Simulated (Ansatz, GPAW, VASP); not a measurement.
## One calculation of Au, 3 ways

```
Au
1.0
     0.00000    2.03500    2.03500
     2.03500    0.00000    2.03500
     2.03500    2.03500    0.00000
Au
1
Direct
  0.00000 0.00000 0.00000
```

Alike in all runs: task single point; functional PBE; k mesh 11 × 11 × 11; occupations gaussian, width 0.017 eV; no spin polarisation; no spin-orbit coupling. Pressure is positive in compression and, in plane waves, holds the error of the finite cutoff.

| program and potentials | plane-wave cutoff (eV) | notes | pressure (GPa) |
| --- | --- | --- | --- |
| GPAW, GPAW PAW data sets (gpaw-data 1.2.1) | 600 | - | 13.36 |
| Ansatz, all-electron LAPW, scalar-relativistic | - | - | 10.81 |
| VASP, PBE PAW files Au, 520 eV | 520 | - | 10.51 |

The pressure spans 10.51 (VASP, PBE PAW files Au, 520 eV) to 13.36 GPa (GPAW, GPAW PAW data sets (gpaw-data 1.2.1)), with all-electron results at 10.81. The cell lies far from this level's equilibrium.

Differences between rows come from potentials, basis sets and numerical settings, since the functional is the same but for its coding. Runs on potential files found faulty are left out.

All three runs put the cell under compression, and the VASP pressure of 10.51 GPa lies close to the all-electron 10.81 GPa, while GPAW stands apart at 13.36 GPa. The sign is what is expected of PBE for gold: the cell is near the measured lattice constant, whereas this functional underbinds the late 5d metals and prefers a larger volume. The pressure therefore reflects the functional's error in the equilibrium volume and doesn't mean that real gold would be strongly compressed at this spacing.

Physically, the equilibrium spacing balances cohesion from the sp electrons and their hybridisation with the 5d states against the repulsion of nearly filled d shells. PBE's gradient correction tips that balance towards expansion. The higher GPAW value probably stems from its data set, since an incomplete plane-wave basis usually lowers the computed pressure. A pressure at one volume fixes neither the equilibrium lattice constant nor the bulk modulus, so the spread can't be turned into differences in either.
